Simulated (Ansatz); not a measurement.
## Relaxing an invented Hf structure

All numbers below come from DFT PBE, scalar-relativistic, plane waves, PAW in Ansatz 0.2.0. Cutoff 420 eV, Gaussian smearing, Γ-centred meshes. Cell and atoms relax first on a coarse mesh and then on a finer one. In between, the cell is made exact in the group found at 0.06 Å. In metals the finer mesh still leaves noise of several meV/atom or more. The steps can't lower the symmetry of their start. No spin polarisation.

The guess for Hf was made by a generator: random cell by space group and Wyckoff sites (Cmme, No. 67). Lengths were set from tabulated atomic sizes, so they are only a guess.

```cif
data_structure
_symmetry_space_group_name_H-M 'P 1'
_symmetry_Int_Tables_number 1
_cell_length_a 3.7564
_cell_length_b 3.7564
_cell_length_c 2.3304
_cell_angle_alpha 90.000
_cell_angle_beta 90.000
_cell_angle_gamma 96.194
_cell_volume 32.69
loop_
_atom_site_label
_atom_site_type_symbol
_atom_site_fract_x
_atom_site_fract_y
_atom_site_fract_z
_atom_site_occupancy
Hf1 Hf 0.75000 0.25000 0.72943 1
Hf2 Hf 0.25000 0.75000 0.27057 1
```

Energies count from the standard state of Hf at the same level.

Question: Describe the relaxed structure.

Answer: The symmetry goes from Cmme (No. 67) to I4/mmm (No. 139), and the primitive cell from 2 to 1 atom. The volume per atom grows by 36.7 %, from 16.3 to 22.3 Å³. The shortest distance goes from 2.33 Å (Hf–Hf) to 3.09 Å (Hf–Hf). The energy falls by about 1.7 eV/atom (the start's value is from the coarse mesh). The end is written in a standard setting, so origin, axes and order of atoms can differ from the start's. Conventional cell: a = 3.747 Å, c = 3.182 Å. Hf is surrounded by 10 Hf at 3.09–3.18 Å and 4 Hf at 3.75 Å.

Space group I4/mmm (No. 139). a = 3.747 Å, b = 3.747 Å, c = 3.182 Å, α = 90.00°, β = 90.00°, γ = 90.00°
| atom | site | symmetry | x | y | z |
| --- | --- | --- | --- | --- | --- |
| Hf | 2b | 4/mmm | 0.0000 | 0.0000 | 0.5000 |

Question: How does it come out in energy, and is it a metal?

Answer:

| Item | Value |
| --- | --- |
| Energy over the standard state | +0.14 eV/atom |
| Gap on the 22×22×22 mesh of the 1-atom cell | 0 eV (a metal) |

It lies above the standard state, so it could only be metastable.

The last run used Gaussian smearing of 0.10 eV. Spin–orbit coupling, which can matter for Hf, is left out. Symmetry constrained the relaxation, so the result can be a saddle point. In all, the 3 runs took 2.4 min on 1 thread of Arm Neoverse V2, on a shared host.
